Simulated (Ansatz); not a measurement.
# Cd3Hg2Te5: the cost of one run

Computed with Ansatz 0.2.0 (DFT PBE, scalar-relativistic, plane waves, PAW, unless a step's input says otherwise).

## Step 1: The starting structure

Symmetry: I-4m2, No. 119, tetragonal system. Conventional cell: a = 4.693 Å, b = 4.693 Å, c = 33.133 Å, α = 90.00°, β = 90.00°, γ = 90.00°. Cd (site symmetry 2mm) is surrounded by 4 Te at 2.87 Å. Cd (site symmetry -4m2) is surrounded by 4 Te at 2.87 Å. Hg (site symmetry 2mm) is surrounded by 4 Te at 2.88 Å. Around Te (site symmetry 2mm) lie 2 Cd at 2.87 Å and 2 Hg at 2.88 Å. Around Te (site symmetry -4m2) lie 4 Hg at 2.88 Å. Te (site symmetry 2mm) is surrounded by 4 Cd at 2.87 Å.

Coordinates:

```xyz
10
Lattice="-2.3466 2.3466 16.5663 2.3466 -2.3466 16.5663 2.3466 2.3466 -16.5663" Properties=species:S:1:pos:R:3 pbc="T T T"
Cd    0.0000    0.0000   19.8667
Cd    0.0000    0.0000   13.2658
Cd    0.0000    0.0000    0.0000
Hg    0.0000    0.0000    6.6185
Hg    0.0000    0.0000   26.5141
Te    2.3466    0.0000    4.9481
Te    0.0000    2.3466    8.2831
Te    2.3466    0.0000   11.6182
Te    0.0000    2.3466   14.9164
Te    0.0000    2.3466    1.6498
```

The cell was relaxed beforehand at this level, from a generated guess; it is a trial structure. At a tolerance of 0.05 Å it has space group I-4m2 (No. 119); it has 36.49 Å³/atom, an uncorrected energy of -0.35 eV/atom over the elements.

## Step 2: Bands, states and charges

Contents of input.yaml:

```yaml
crystal:
  lattice:
    - [-2.3465824092, 2.3465824092, 16.5662573228]
    - [2.3465824092, -2.3465824092, 16.5662573228]
    - [2.3465824092, 2.3465824092, -16.5662573228]
  atoms:
    - { symbol: Cd, position: [0.5996124423, 0.5996124423, 0.0] }
    - { symbol: Cd, position: [0.4003875577, 0.4003875577, 0.0] }
    - { symbol: Cd, position: [0.0, 0.0, 0.0] }
    - { symbol: Hg, position: [0.1997571749, 0.1997571749, 0.0] }
    - { symbol: Hg, position: [0.8002428251, 0.8002428251, 0.0] }
    - { symbol: Te, position: [0.149341478, 0.649341478, 0.5] }
    - { symbol: Te, position: [0.75, 0.25, 0.5] }
    - { symbol: Te, position: [0.350658522, 0.850658522, 0.5] }
    - { symbol: Te, position: [0.9502049116, 0.4502049116, 0.5] }
    - { symbol: Te, position: [0.5497950884, 0.0497950884, 0.5] }
basis:
  ecutwfc: 420
kpoints:
  mp_grid: { grid: [12, 12, 12] }
  band_path:
    path:
      - [[0.0, 0.0, 0.0], [0.0, 0.0, 0.5], [0.25, 0.25, 0.25], [0.0, 0.5, 0.0], [0.0, 0.0, 0.0], [0.5, 0.5, -0.5], [0.25501606, 0.74498394, -0.25501606]]
      - [[-0.25501606, 0.25501606, 0.25501606], [0.0, 0.0, 0.0]]
      - [[0.0, 0.0, 0.5], [-0.01003212, 0.01003212, 0.5]]
      - [[0.5, 0.5, -0.01003212], [0.5, 0.5, -0.5]]
    npoints: 14
hamiltonian:
  xc: pbe
scf:
  occupations: { method: gaussian, width: 0.1 }
  n_extra_bands: 25
output:
  forces: true
  stress: true
  eigenvalues: true
  populations: true
  dos: { projected: true, de: 0.02, nscf_kmesh: { grid: [15, 15, 15] } }
  bader: true
  write_density: true
  write_potential: true
  elf: true
  volumetric_format: npy
```

Launch:

```console
$ ansatz run input.yaml --threads 4 --pin off --max-ram 8192MiB --backend cpu --events-out ev --progress --plain --runs-dir out
```

Q: Estimate wall time and peak memory on 4 threads of Intel Xeon at 2.50GHz (Skylake/Cascade Lake), shared host.

About 20 min, with a peak of 7.1 GiB.
